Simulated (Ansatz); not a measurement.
# Formation energy and levels of the complex V_N-Pt_Al in AlN (P6_3mc), part 2 of 2

Aim: at which Fermi levels does V_N-Pt_Al in AlN (P6_3mc) change its charge? The model is a cell of 72 host atoms with 1 site emptied and Pt put on another atom's site.

Ansatz; place-levels on r2SCAN runs: charge-transition levels and formation energies with image-charge correction and potential alignment at the atomic sites; PAW set soft_1.

So far: The starting structure; The runs of each charge state.

**3. Levels against the band edges, r2SCAN**

A charged cell interacts with its images and the background, and its potential has another zero than the host's. place-levels removes the first by a point-charge model, screened by the static dielectric constant since the ions have relaxed around the charge, and the second by comparing potentials at atoms far from the defect.

The host is a run of the defect-free crystal in the same cutoffs, grids and k-points, so that basis and sampling errors cancel in part in the differences. The host is run in a cell of 8 atoms on a matching mesh. Its band edges are searched through the zone by a band path, so the gap is smaller than, or equal to, that on the mesh. Chemical potentials are energies per atom of N (N2 molecule), Al (fcc) and Pt (fcc), run with the same functional and cutoff.

The input, levels.point.yaml:

```yaml
host:
  run: host.point.run
states: [qm1_M1.point.run, q0.point.run, q0_M2.point.run, qp1_M1.point.run, qp2.point.run, qp2_M2.point.run, qp3_M1.point.run]
geometry_from:
  qm1_M1.point.run: qm1_M1.relax.run
  q0.point.run: q0.relax.run
  q0_M2.point.run: q0_M2.relax.run
  qp1_M1.point.run: qp1_M1.relax.run
  qp2.point.run: qp2.relax.run
  qp2_M2.point.run: qp2_M2.relax.run
  qp3_M1.point.run: qp3_M1.relax.run
  host.point.run: host.relax.run
chemical_potentials:
  "N":
    energy: -384.814403
    dataset: "<sha256 of the dataset>"
  Al:
    energy: -540.418346
    dataset: <sha256 of the dataset>
  Pt:
    energy: -12538.255568
    dataset: "<sha256 of the dataset>"
epsilon: [4.49, 4.49, 4.72]
static_epsilon: [8.15, 8.15, 9.65]
vertical:
  - { from: qm1_M1.point.run, to: qm1_M1.point_neutral.run }
  - { from: qp1_M1.point.run, to: qp1_M1.point_neutral.run }
  - { from: qp2.point.run, to: qp2.point_neutral.run }
  - { from: qp2_M2.point.run, to: qp2_M2.point_neutral.run }
  - { from: qp3_M1.point.run, to: qp3_M1.point_neutral.run }
```

Run with:

```sh
$ ansatz place-levels levels.point.yaml -- --threads 4 --pin off --max-ram 15073MiB
```

What it wrote:

```text
[... repeated set-up lines and file paths are left out, and long positions are rounded to six places ...]
(+3/+2) 0.124 eV beneath the valence edge, in the valence band
(+2/+1) 0.537 eV above the valence edge, 4.341 eV under the conduction edge
(+1/0) 0.768 eV above the valence edge, 4.110 eV under the conduction edge
(0/-1) 1.425 eV above the valence edge, 3.452 eV under the conduction edge
formation energy of charge +3: +7.665 eV with the Fermi level at the valence edge
formation energy of charge +2: +7.540 eV with the Fermi level at the valence edge
formation energy of charge +1: +8.078 eV with the Fermi level at the valence edge
formation energy of charge 0: +8.845 eV with the Fermi level at the valence edge
formation energy of charge -1: +10.271 eV with the Fermi level at the valence edge
vertical -1 to 0: no energy, since no alignment is typed
  the change from vertical[0].from (qm1_M1.point.run) to vertical[0].to (qm1_M1.point_neutral.run): by its potential at epsilon [4.49, 4.49, 4.72] it stands at 0.770 0.525 0.449, with an rms radius of about 2.5 Å (1.1 1.3 1.7 Å across the planes of the cell's [...]
vertical +1 to 0: no energy, since no alignment is typed
  the change from vertical[1].from (qp1_M1.point.run) to vertical[1].to (qp1_M1.point_neutral.run): by its potential at epsilon [4.49, 4.49, 4.72] it stands at 0.680 0.506 0.483, with an rms radius of about 2.1 Å (1.6 1.4 0.2 Å across the planes of the cell's [...]
vertical +2 to 0: no energy, since no alignment is typed
  the change from vertical[2].from (qp2.point.run) to vertical[2].to (qp2.point_neutral.run): by its potential at epsilon [4.49, 4.49, 4.72] it stands at 0.645 0.483 0.461, with an rms radius of about 2.2 Å (1.7 1.3 0.6 Å across the planes of the cell's [...]
vertical +2 to 0: no energy, since no alignment is typed
  the change from vertical[3].from (qp2_M2.point.run) to vertical[3].to (qp2_M2.point_neutral.run): by its potential at epsilon [4.49, 4.49, 4.72] it stands at 0.705 0.507 0.481, with an rms radius of about 2.0 Å (1.4 1.3 0.6 Å across the planes of the cell's [...]
vertical +3 to 0: no energy, since no alignment is typed
  the change from vertical[4].from (qp3_M1.point.run) to vertical[4].to (qp3_M1.point_neutral.run): by its potential at epsilon [4.49, 4.49, 4.72] it stands at 0.710 0.506 0.475, with an rms radius of about 2.1 Å (1.5 1.2 0.8 Å across the planes of the cell's [...]
  edges by r2scan, gap 4.878 eV; the host is sampled to repeats of 18.64 Å
  the defect's cells are sampled to repeats of 18.64 Å, like sampling
  charge +3: -45051.6245 eV with its correction of +2.823 eV, at epsilon [8.15, 8.15, 9.65], aligned at sites: +0.1528 eV, mean over 32 atomic sites at or beyond 4.66 Å from the defect at [0.6667, 0.5000, 0.4700], with +0.032482 for the charge's moments and [...]
  charge +2: -45044.8306 eV with its correction of +1.391 eV, at epsilon [8.15, 8.15, 9.65], aligned at sites: +0.1699 eV, mean over 32 atomic sites at or beyond 4.66 Å from the defect at [0.6667, 0.5000, 0.4700], with +0.037500 for the charge's moments and [...]
  charge +1: -45037.3753 eV with its correction of +0.448 eV, at epsilon [8.15, 8.15, 9.65], aligned at sites: +0.1849 eV, mean over 32 atomic sites at or beyond 4.66 Å from the defect at [0.6667, 0.5000, 0.4700], with +0.000006 for the charge's moments and [...]
  charge 0: +0.000 eV for its dipole among its images, +0.005 omitted
  charge -1: -45021.3459 eV with its correction of +0.044 eV, at epsilon [8.15, 8.15, 9.65], aligned at sites: +0.2190 eV, mean over 32 atomic sites at or beyond 4.66 Å from the defect at [0.6667, 0.5000, 0.4700], with +0.020444 for the charge's moments and [...]
  charge +2: states[4] (qp2.point.run) stands 0.274 eV higher, with a moment of 0.00 μB against 2.00
  charge 0: states[1] (q0.point.run) stands 0.064 eV higher, with a moment of 0.00 μB against 2.00
  of states[6] (qp3_M1.point.run): it parts from the run at its places by a charge that spreads by about 1.5 Å along one vector (1.4 Å or more is wide), by its potential at epsilon [4.49, 4.49, 4.72], taken for that of held ions (one typed too small widens [...]
  of states[5] (qp2_M2.point.run): it parts from the run at its places by a charge that spreads by about 1.4 Å along one vector (1.4 Å or more is wide), by its potential at epsilon [4.49, 4.49, 4.72], taken for that of held ions (one typed too small widens [...]
  of states[3] (qp1_M1.point.run): it parts from the run at its places by a charge that spreads by about 1.6 Å along one vector (1.4 Å or more is wide), by its potential at epsilon [4.49, 4.49, 4.72], taken for that of held ions (one typed too small widens [...]
  of states[2] (q0_M2.point.run): stability_check_not_made
  of states[0] (qm1_M1.point.run): stability_check_not_made
  of states[4] (qp2.point.run): it parts from the run at its places by a charge that spreads by about 1.7 Å along one vector (1.4 Å or more is wide), by its potential at epsilon [4.49, 4.49, 4.72], taken for that of held ions (one typed too small widens it), [...]
  of vertical[0].from (qm1_M1.point.run): stability_check_not_made
  vertical[0].to (qm1_M1.point_neutral.run): levels filled in part (TS 0.003 eV): its energy is of no whole electron's
  of vertical[1].from (qp1_M1.point.run): stability_check_not_made; [...]
  vertical[1].to (qp1_M1.point_neutral.run): levels filled in part (TS 0.015 eV): its energy is of no whole electron's
  of vertical[2].from (qp2.point.run): it parts from the run at its places by a charge that spreads by about 1.7 Å along one vector (1.4 Å or more is wide), by its potential at epsilon [4.49, 4.49, 4.72], taken for that of held ions (one typed too small [...]
  of vertical[3].from (qp2_M2.point.run): stability_check_not_made; [...]
  of vertical[4].from (qp3_M1.point.run): stability_check_not_made; [...]
  vertical[4].to (qp3_M1.point_neutral.run): levels filled in part (TS 0.003 eV): its energy is of no whole electron's
```

Elapsed: 0.7 s, on 4 threads of Arm Neoverse V2, shared host.

Levels between the charges placed, in eV above the valence top:

```
        gap (eV)  (+3/+2)  (+2/+1)  (+1/0)  (0/−1)
r2SCAN      4.88    -0.12     0.54    0.77    1.43
```

Corrections by state:

```
charge  moment (μB)  image terms and alignment (eV)  band filling (eV)                               ε used  over the lowest of its charge, as the program ranks them, band filling apart (eV)
    +3          1.0                           2.823                  -  principal values (8.15, 8.15, 9.65)                                                                              0.000
    +2          2.0                           1.391                  -  principal values (8.15, 8.15, 9.65)                                                                              0.000
    +1          1.0                           0.448                  -  principal values (8.15, 8.15, 9.65)                                                                              0.000
     0          2.0                           0.000                  -                                    -                                                                              0.000
    −1          1.0                           0.044                  -  principal values (8.15, 8.15, 9.65)                                                                              0.000
    +2          0.0                           1.412                  -  principal values (8.15, 8.15, 9.65)                                                                              0.274
     0          0.0                           0.000                  -                                    -                                                                              0.064
```

The charged structures listed were also run neutral, and place-levels reads from each pair, by the potential or the spins, how wide the charge is by which they differ; that can be the carrier of either run.

```
charge  rms radius (Å)  spread where it is widest against the cell (Å)  wide from (Å)  reading
    +3             2.1                                            1.49           1.40     wide
    +2             2.0                                            1.43           1.40     wide
    +1             2.1                                            1.55           1.40     wide
    −1             2.5                                            1.72           1.72   narrow
```

The neutral runs of these pairs need not share the spin of the lowest neutral state, and very wide values only mean spread over the cell.

From the program's caveats on the states, each cut to its opening words:

- charge +3 (1 μB): it parts from the run at its places by a charge that spreads by about 1.5 Å along one vector (1.4 Å or more is wide), by its potential at epsilon [4.49, 4.49, [...]
- charge +3 (1 μB): its alignment with the host at atomic sites is doubtful: the mean over the far sites moves by -0.0960 eV from their farther parts to their nearer, more than [...]
- charge +3 (1 μB): the far atoms show a dipole or second moment of the defect's charge, for which the correction takes or leaves out 0.097 eV: further moments aren't read, and [...]
- charge +3 (1 μB), +2 (2 μB), +1 (1 μB), 0 (2 μB), −1 (1 μB): flagged: stability check not made
- charge +2 (2 μB): it parts from the run at its places by a charge that spreads by about 1.4 Å along one vector (1.4 Å or more is wide), by its potential at epsilon [4.49, 4.49, [...]
- charge +2 (2 μB): its alignment with the host at atomic sites is doubtful: the mean over the far sites moves by -0.0777 eV from their farther parts to their nearer, more than [...]
- charge +2 (2 μB): the far atoms show a dipole or second moment of the defect's charge, for which the correction takes or leaves out 0.075 eV: further moments aren't read, and [...]
- charge +1 (1 μB): it parts from the run at its places by a charge that spreads by about 1.6 Å along one vector (1.4 Å or more is wide), by its potential at epsilon [4.49, 4.49, [...]
- charge +2: it parts from the run at its places by a charge that spreads by about 1.7 Å along one vector (1.4 Å or more is wide), by its potential at epsilon [4.49, 4.49, [...]
- charge +2: its alignment with the host at atomic sites is doubtful: the mean over the far sites moves by -0.0817 eV from their farther parts to their nearer, more than [...]
- charge +2: the far atoms show a dipole or second moment of the defect's charge, for which the correction takes or leaves out 0.086 eV: further moments aren't read, and [...]

The host's formation energy from the elements is -1.627 eV per atom; it sets how far the chemical potentials can move.

Limit set by the element alone; other compounds of these elements are not counted. Chemical potentials from the elements' reference states: Al 0.00 eV, N -3.25 eV, Pt 0.00 eV. Formation energies (Al-rich), with the Fermi level at the valence top and at the conduction bottom (gap 4.88 eV):

```
charge  at valence top (eV)  at conduction bottom (eV)  correction included (eV)
    +3                 4.41                      19.04                      2.82
    +2                 4.29                      14.04                      1.39
    +1                 4.82                       9.70                      0.45
     0                 5.59                       5.59                      0.00
    −1                 7.02                       2.14                      0.04
```

Fermi level (eV), lowest formation energy (eV) and a bar from the least value:
```
     0.00       4.29 ###################
     0.44       5.17 ##########################
     0.89       5.59 ##############################
     1.33       5.59 ##############################
     1.77       5.24 ###########################
     2.22       4.80 #######################
     2.66       4.35 ###################
     3.11       3.91 ###############
     3.55       3.47 ############
     3.99       3.03 ########
     4.43       2.58 ####
     4.88       2.14
```

Limit set by the element alone; other compounds of these elements are not counted. Chemical potentials from the elements' reference states: N 0.00 eV, Al -3.25 eV, Pt 0.00 eV. Formation energy by charge state (N-rich; gap 4.88 eV):

```
charge  at valence top (eV)  at conduction bottom (eV)  correction included (eV)
    +3                 4.41                      19.04                      2.82
    +2                 4.29                      14.04                      1.39
    +1                 4.82                       9.70                      0.45
     0                 5.59                       5.59                      0.00
    −1                 7.02                       2.14                      0.04
```

Fermi level (eV), lowest formation energy (eV) and a bar from the least value:
```
     0.00       4.29 ###################
     0.44       5.17 ##########################
     0.89       5.59 ##############################
     1.33       5.59 ##############################
     1.77       5.24 ###########################
     2.22       4.80 #######################
     2.66       4.35 ###################
     3.11       3.91 ###############
     3.55       3.47 ############
     3.99       3.03 ########
     4.43       2.58 ####
     4.88       2.14
```

**4. Effect of the sampling**

The relaxations' own energies give the levels at their sampling, for comparison.

The input, levels.relax_mesh.yaml:

```yaml
host:
  run: host.relax.run
states: [qm1_M1.relax.run, q0.relax.run, q0_M2.relax.run, qp1_M1.relax.run, qp2.relax.run, qp2_M2.relax.run, qp3_M1.relax.run]
chemical_potentials:
  "N":
    energy: -384.814403
    dataset: "<sha256 of the dataset>"
  Al:
    energy: -540.418346
    dataset: <sha256 of the dataset>
  Pt:
    energy: -12538.255568
    dataset: "<sha256 of the dataset>"
```

Run with:

```sh
$ ansatz place-levels levels.relax_mesh.yaml -- --threads 4 --pin off --max-ram 15073MiB
```

What it wrote:

```text
(+3/+2) 0.044 eV beneath the valence edge, in the valence band
(+2/+1) 0.567 eV above the valence edge, 4.319 eV under the conduction edge
(+1/0) 0.790 eV above the valence edge, 4.096 eV under the conduction edge
(0/-1) 1.536 eV above the valence edge, 3.350 eV under the conduction edge
formation energy of charge +3: +7.696 eV with the Fermi level at the valence edge
formation energy of charge +2: +7.652 eV with the Fermi level at the valence edge
formation energy of charge +1: +8.219 eV with the Fermi level at the valence edge
formation energy of charge 0: +9.009 eV with the Fermi level at the valence edge
formation energy of charge -1: +10.545 eV with the Fermi level at the valence edge
  edges by r2scan, gap 4.886 eV; the host is sampled to repeats of 13.64 Å
[... the lines on each state left out ...]
```

Run time: 0.21 s. Hardware: 4 threads.

Levels between neighbouring charges, in eV above the valence top:

```
                        gap (eV)  (+3/+2)  (+2/+1)  (+1/0)  (0/−1)
one point at (¼, ¼, ¼)      4.89    -0.04     0.57    0.79    1.54
  a 2×2×2 shifted mesh      4.88    -0.12     0.54    0.77    1.43
```

Going from one point at (¼, ¼, ¼) to a 2×2×2 shifted mesh moves the levels that carry no band-filling term by up to 0.11 eV and formation energies against the elements by up to 0.27 eV.

**5. Summary of results**

```yaml
gap_of_the_host: 4.88 eV (r2SCAN)
level_plus_3_plus_2: 0.12 eV below the valence top
level_plus_2_plus_1: 0.54 eV above the valence top
level_plus_1_over_0: 0.77 eV above the valence top
level_0_minus_1: 1.43 eV above the valence top
lowest_of_the_charges_placed_just_above_the_valence_top_0p02_ev: +2
lowest_of_the_charges_placed_just_below_the_conduction_bottom_0p02_ev: −1
lowest_formation_energy_at_mid_gap_of_the_charges_run_al_rich: 4.58 eV
lowest_formation_energy_at_mid_gap_of_the_charges_run_n_rich: 4.58 eV
```

Of the charges placed (−1, 0, +1, +2 and +3), the lowest changes at 0.54 eV (+2/+1), 0.77 eV (+1/0) and 1.43 eV (0/−1) above the valence top, in a gap of 4.88 eV. (+2/+1) lies nearer to a band edge than the share of the finite-size correction in it (0.94 eV), and that correction holds for a localised charge alone. (+3/+2) lies 0.12 eV from a band edge, less than the doubt on such levels. Charges below −1 were not placed, so these runs say nothing of levels that involve them. States placed: +3 at 1 μB; +2 at 2 μB and 0 μB; +1 at 1 μB; 0 at 2 μB and 0 μB; −1 at 1 μB. Other spin states or structures, where not listed, weren't placed. Corrections reach 2.8 eV, so the cell is small for these charges and their levels are rough. Pt is taken at its element; compounds, which aren't counted here, bound the chemical potentials and would shift these formation energies. Going from one point at (¼, ¼, ¼) to a 2×2×2 shifted mesh moves the levels that carry no band-filling term by up to 0.11 eV and formation energies against the elements by up to 0.27 eV. The program doubts the alignment of potentials for at least one state, a sign that the cell is small. What this leaves open: r2SCAN makes the gap too small and tends to spread out bound carriers; where a gas molecule sets a chemical potential or the host's formation energy, its binding is uncorrected; spin–orbit coupling, which can matter with heavy atoms, is left out; force components of up to 0.13 eV/Å remain in a run at the final settings.

[Logs are printed without paths, hosts, clocks, repeated set-up lines and the standing remarks that a program may print on its own settings, such as how far it seeks lower states.]

[Hosts, paths, dates, database ids (printed as entryN), source tags and the programs' standing remarks are cut or masked in the printed files.]

[Where a table of states has a column of steps, it counts the stored structures, which are thinned; the runs took as many ionic steps or more.]

[A defect's name tells the site on which it was built; relaxed atoms can leave that site.]

[For some hosts the program warned that the k-mesh of the response run may be too coarse for force constants and the static dielectric constant; such warnings are not shown here.]
